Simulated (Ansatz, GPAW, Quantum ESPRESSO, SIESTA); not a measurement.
# One calculation of Sn, 5 ways

```
Sn
1.0
    -2.94014    2.94014    1.59930
     2.94014   -2.94014    1.59930
     2.94014    2.94014   -1.59930
Sn
2
Direct
  0.00000 0.00000 0.00000
  0.75000 0.25000 0.50000
```

Alike in all runs: task band structure; functional PBE; k mesh 9 × 9 × 9; occupations fermi-dirac, width 0.05 eV; no spin polarisation; no spin-orbit coupling. Pressure is positive in compression and, in plane waves, holds the error of the finite cutoff.

```json
{"program and potentials": "SIESTA, files PseudoDojo sr-pbe-0.4.1-standard, DZP (energy shift 0.003 Ry; two zetas on semicore shells)", "plane-wave cutoff (eV)": "-", "notes": "atomic basis", "pressure (GPa)": "2.25"}
{"program and potentials": "SIESTA, files sg15-pbe-1.2, DZP (energy shift 0.003 Ry; two zetas on semicore shells)", "plane-wave cutoff (eV)": "-", "notes": "atomic basis", "pressure (GPa)": "2.67"}
{"program and potentials": "GPAW, GPAW PAW data sets (gpaw-data 1.2.1)", "plane-wave cutoff (eV)": "600", "notes": "-", "pressure (GPa)": "1.13"}
{"program and potentials": "Ansatz, all-electron LAPW, scalar-relativistic", "plane-wave cutoff (eV)": "-", "notes": "-", "pressure (GPa)": "1.40"}
{"program and potentials": "Quantum ESPRESSO, PseudoDojo 0.4.1 SR PBE standard", "plane-wave cutoff (eV)": "980", "notes": "-", "pressure (GPa)": "1.45"}
```

The pressure spans 1.13 (GPAW, GPAW PAW data sets (gpaw-data 1.2.1)) to 2.67 GPa (SIESTA, files sg15-pbe-1.2, DZP (energy shift 0.003 Ry; two zetas on semicore shells)), with all-electron results at 1.40. Rows in atomic bases carry the error of their basis and grid, which can be large.

Differences between rows come from potentials, basis sets and numerical settings, since the functional is the same but for its coding. Runs on potential files found faulty are left out.
